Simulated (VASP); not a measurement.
# BN in VASP: settings compared, part 2 of 2

VASP 6.6.1.

### 4 Relaxation of cell and atoms, PBE

INCAR reads:

```
SYSTEM = BN
  ALGO = Normal
  EDIFF = 1E-6
  EDIFFG = -0.01
  ENCUT = 600
  GGA = PE
  IBRION = 2
  ISIF = 3
  ISMEAR = 0
  LASPH = .True.
  LATTICE_CONSTRAINTS = .TRUE. .TRUE. .FALSE.
  LCHARG = .False.
  LREAL = .False.
  LWAVE = .False.
  NELM = 80
  NSW = 90
  PREC = Accurate
  SIGMA = 0.03
```

KPOINTS reads:

```
k-points
0
Gamma
  15 15 1
  0 0 0
```

POSCAR reads:

```
BN
1.0
    2.4982400000      0.0000000000      0.0000000000
   -1.2491200000      2.1635393000      0.0000000000
    0.0000000000      0.0000000000     18.0000000000
B N
1 1
Direct
    0.6666666700      0.3333333300      0.5000000000
    0.3333333300      0.6666666700      0.5000000000
```

Potentials or basis: VASP PAW PBE potentials, release 64 (B, N).

On the command line:

```console
$ cat potpaw_PBE.64/B/POTCAR potpaw_PBE.64/N/POTCAR > POTCAR
$ mpirun -np 1 vasp_std > vasp.out
```

OUTCAR:

```text
SYSTEM = BN
   EDIFF = 1E-6
   EDIFFG = -0.01
   ENCUT = 600
   GGA = PE
   IBRION = 2
   ISIF = 3
   ISMEAR = 0
   LASPH = .True.
   LREAL = .False.
   NELM = 80
   NSW = 90
   PREC = Accurate

 ion  position               nearest neighbor table
   1  0.667  0.333  0.500-   2 1.44   2 1.44   2 1.44
   2  0.333  0.667  0.500-   1 1.44   1 1.44   1 1.44

  LATTYP: Found a hexagonal cell.
 ALAT       =     2.4982400000
 C/A-ratio  =     7.2050723709

  Lattice vectors:

 A1 = (   2.4982400000,   0.0000000000,   0.0000000000)
 A2 = (  -1.2491200000,   2.1635393000,   0.0000000000)
 A3 = (   0.0000000000,   0.0000000000,  18.0000000000)

Analysis of symmetry for initial positions (statically):
=====================================================================
 Subroutine PRICEL returns:
 Original cell was already a primitive cell.

 Routine SETGRP: Setting up the symmetry group for a
 hexagonal supercell.

 Subroutine GETGRP returns: Found 12 space group operations
 (whereof 12 operations were pure point group operations)
 out of a pool of 24 trial point group operations.

The static configuration has the point symmetry D_3h.

Analysis of symmetry for dynamics (positions and initial velocities):
=====================================================================
 Subroutine PRICEL returns:
 Original cell was already a primitive cell.

 Routine SETGRP: Setting up the symmetry group for a
 hexagonal supercell.

 Subroutine GETGRP returns: Found 12 space group operations
 (whereof 12 operations were pure point group operations)
 out of a pool of 24 trial point group operations.

The dynamic configuration has the point symmetry D_3h.

 Subroutine INISYM returns: Found 12 space group operations
[... 123 lines left out ...]
   LHFCALC =     F    Hartree Fock is set to
   AEXX    =    0.0000 exact exchange contribution
   IVDW    =     0    specifies the selected vdW correction
   LEPSILON=     F    determine dielectric tensor
   LRPA    =     F    only Hartree local field effects (RPA)
 conjugate gradient relaxation of ions
 non-spin polarized calculation
 Gauss-broadening in eV      SIGMA  =   0.03
  energy-cutoff  :      600.00
  volume of cell :       97.29
 maximum number of plane-waves:      3293
 NGX is ok and might be reduce to    20
   NGX =  9   NGY =  9   NGZ = 71

--------------------------------------- Ionic step        1  -------------------------------------------

 number of electron       8.0000000 magnetization

 Free energy of the ion-electron system (eV)
  ---------------------------------------------------
  ext. energy  EPLUGINS =         0.00000000
  ---------------------------------------------------
  free energy    TOTEN  =       -17.59976826 eV

  energy without entropy =      -17.59976826  energy(sigma->0) =      -17.59976826

------------------------ aborting loop because EDIFF is reached ----------------------------------------

  FORCE on cell =-STRESS in cart. coord.  units (eV):
  Direction    XX          YY          ZZ          XY          YZ          ZX
  --------------------------------------------------------------------------------------
  -------------------------------------------------------------------------------------
  Total        0.6718295      0.6718295     -0.0313589      0.0000000      0.0000000      0.0000000
  in kB       11.0636450     11.0636449     -0.5164167      0.0000000      0.0000000      0.0000000
  external PRESSURE =       7.2036244 kB  Pullay stress =       0.0000000 kB
[... 59 lines left out ...]
--------------------------------------- Ionic step        3  -------------------------------------------

 number of electron       8.0000000 magnetization

 Free energy of the ion-electron system (eV)
  ---------------------------------------------------
  ext. energy  EPLUGINS =         0.00000000
  ---------------------------------------------------
  free energy    TOTEN  =       -17.60343046 eV

  energy without entropy =      -17.60343046  energy(sigma->0) =      -17.60343046

 E-fermi :  -4.1811     XC(G=0):  -2.3659

 val. band max:       -4.3289305862   @ k =   0.3333   0.3333   0.0000
 cond. band min:       0.3333124434   @ k =   0.3333   0.3333   0.0000
 fundamental gap:      4.6622430296
 Fermi energy:        -4.1811120358

 k-point     1 :       0.0000    0.0000    0.0000
  band No.  band energies     occupation
      1     -21.9433      2.00000
      2      -9.5290      2.00000
      3      -5.6812      2.00000
      4      -5.6811      2.00000
      5       0.3680      0.00000
      6       1.3120      0.00000
      7       1.6060      0.00000
      8       2.8221      0.00000
[... 243 lines left out ...]
 k-point    24 :       0.4000    0.2000    0.0000
  band No.  band energies     occupation
      1     -18.5585      2.00000
      2     -12.7269      2.00000
      3     -10.2363      2.00000
      4      -4.7285      2.00000
      5       0.4801      0.00000
      6       7.7320      0.00000
      7       8.5830      0.00000
      8       8.9377      0.00000

 [... further k-points ...]
[... 5 lines left out ...]
  --------------------------------------------------------------------------------------
  -------------------------------------------------------------------------------------
  Total       -0.0056126     -0.0056126     -0.0308801      0.0000000      0.0000000      0.0000000
  in kB       -0.0914105     -0.0914105     -0.5029317      0.0000000      0.0000000      0.0000000
  external PRESSURE =      -0.2285842 kB  Pullay stress =       0.0000000 kB
[... 17 lines left out ...]
  FREE ENERGIE OF THE ION-ELECTRON SYSTEM (eV)
  ---------------------------------------------------
  free  energy   TOTEN  =       -17.6034304586 eV

  energy  without entropy=      -17.6034304586  energy(sigma->0) =      -17.60343046

 reached required accuracy - stopping structural energy minimisation
```

CONTCAR:

```text
BN
   1.00000000000000
     2.5121111516153003    0.0000000000000000    0.0000000000000000
    -1.2560555758076501    2.1755520695994668    0.0000000000000000
     0.0000000000000000    0.0000000000000000   18.0000000000000000
  B               N
     1     1
Direct
     0.6666666699999979    0.3333333300000021    0.5000000000000000
     0.3333333300000021    0.6666666699999979    0.5000000000000000

  0.00000000E+00  0.00000000E+00  0.00000000E+00
  0.00000000E+00  0.00000000E+00  0.00000000E+00
```

Run time: 33 s. Hardware: 1 thread of Intel Xeon 6975P-C (Granite Rapids), shared host; peak memory 0.23 GiB.

Results:

```yaml
Free_energy: -17.6034 eV
Relaxed_volume: 49.19 Å³/atom
Relaxed_cell: a = 2.512 Å, b = 2.512 Å, c = 18.000 Å, α = 90.00°, β = 90.00°, γ = 120.00°
Space_group_after_relaxing_to_0.05_Å: P-6m2 (No. 187)
Energy_gained_by_relaxing: 1.8 meV/atom
Ionic_steps: 3
Band_gap_on_the_k_mesh: 4.66 eV, direct
```

Step by step:
```tsv
step	energy change (eV)	largest force (eV/Å)	pressure (GPa)	volume (Å³)
1	0.0000	0.0000	0.72	97.29
2	0.0097	0.0000	-1.34	100.47
3	-0.0037	0.0000	-0.02	98.37
```

Final structure:
```yaml
crystal:
  lattice:
    - [2.51211, 0.00000, 0.00000]
    - [-1.25606, 2.17555, 0.00000]
    - [0.00000, 0.00000, 18.00000]
  atoms:
    - { symbol: B, position: [0.66667, 0.33333, 0.50000] }
    - { symbol: N, position: [0.33333, 0.66667, 0.50000] }
```

PBE gaps usually lie below the measured ones, often by a third to a half. Zero-point motion and thermal expansion aren't in these numbers.

### 5 Relaxation of cell and atoms, PBE

This run uses another cell than the first one, of 49.19 Å³/atom, 1.011 times its volume.

INCAR: that of step 4 with these lines changed.

```diff
@@ -2,4 +2,4 @@
   ALGO = Normal
-  EDIFF = 1E-6
-  EDIFFG = -0.01
+  EDIFF = 1E-7
+  EDIFFG = -0.005
   ENCUT = 600
```

KPOINTS is that of step 4.

POSCAR reads:

```
BN                                      
1.0
    2.5121111516      0.0000000000      0.0000000000
   -1.2560555758      2.1755520696      0.0000000000
    0.0000000000      0.0000000000     18.0000000000
  B               N             
     1     1
Direct
     0.6666666699999979    0.3333333300000021    0.5000000000000000
     0.3333333300000021    0.6666666699999979    0.5000000000000000
```

On the command line:

```console
$ cat potpaw_PBE.64/B/POTCAR potpaw_PBE.64/N/POTCAR > POTCAR
$ mpirun -np 1 vasp_std > vasp.out
```

Run time: 17 s. Hardware: 1 thread of Intel Xeon 6975P-C (Granite Rapids), shared host; peak memory 0.23 GiB.

Results (log left out):

```yaml
Free_energy: -17.6039 eV
Band_gap_on_the_k_mesh: 4.66 eV, direct
```

Final structure:
```
B N
1.0
     2.51211    0.00000    0.00000
    -1.25606    2.17555    0.00000
     0.00000    0.00000   18.00000
B N
1 1
Direct
  0.66667 0.33333 0.50000
  0.33333 0.66667 0.50000
```

Levels at points of the mesh, in eV from the valence-band top:
```
           k point  band 2  band 3  band 4  band 5  band 6  band 7
(0.00, 0.00, 0.00)   -5.20   -1.35   -1.35    4.69    5.63    6.05
```

Caveat: the relaxation stopped at its first step, so nothing moved. A hybrid or GW would open this gap; PBE tends to underestimate it.

### 6 Relaxation of cell and atoms, PBE

INCAR reads:

```
PREC = Accurate
ENCUT = 600
EDIFF = 1E-6
ISMEAR = 0
SIGMA = 0.03
LREAL = F
LASPH = T
NELM = 80
ALGO = Normal
ISIF = 3
LWAVE = F
LCHARG = F
GGA = PE
IBRION = 2
NSW = 90
EDIFFG = -0.01
LATTICE_CONSTRAINTS = .TRUE. .TRUE. .FALSE.
```

KPOINTS reads:

```
Automatic mesh
0
Gamma
  15 15 1
```

POSCAR reads:

```
BN
1.0
    2.4982400000      0.0000000000      0.0000000000
   -1.2491200000      2.1635393000      0.0000000000
    0.0000000000      0.0000000000     18.0000000000
B N
1 1
Direct
    0.6666666700      0.3333333300      0.5000000000
    0.3333333300      0.6666666700      0.5000000000
```

Potentials or basis: VASP PAW PBE potentials, release 64 (B, N).

On the command line:

```console
$ cat potpaw_PBE.64/B/POTCAR potpaw_PBE.64/N/POTCAR > POTCAR
$ mpirun -np 1 vasp_std > vasp.out
```

It took 66 s on 1 thread of Intel Xeon Platinum 8488C (Sapphire Rapids), shared host; peak memory 0.23 GiB.

Results (log left out):

```
Free energy                            : -17.6034 eV
Relaxed volume                         : 49.19 Å³/atom
Relaxed cell                           : a = 2.512 Å, b = 2.512 Å, c = 18.000 Å, α = 90.00°, β = 90.00°, γ = 120.00°
Space group after relaxing (to 0.05 Å) : P-6m2 (No. 187)
Energy gained by relaxing              : 1.8 meV/atom
Ionic steps                            : 3
Band gap on the k mesh                 : 4.66 eV, direct
```

The path:
```tsv
step	energy change (eV)	largest force (eV/Å)	pressure (GPa)	volume (Å³)
1	0.0000	0.0000	0.72	97.29
2	0.0097	0.0000	-1.34	100.47
3	-0.0037	0.0000	-0.02	98.37
```

Final structure:
```
B N
1.0
     2.51211    0.00000    0.00000
    -1.25606    2.17555    0.00000
     0.00000    0.00000   18.00000
B N
1 1
Direct
  0.66667 0.33333 0.50000
  0.33333 0.66667 0.50000
```

Levels at points of the mesh, in eV from the valence-band top:
```tsv
k point	band 2	band 3	band 4	band 5	band 6	band 7
(0.00, 0.00, 0.00)	-5.20	-1.35	-1.35	4.70	5.64	5.93
```
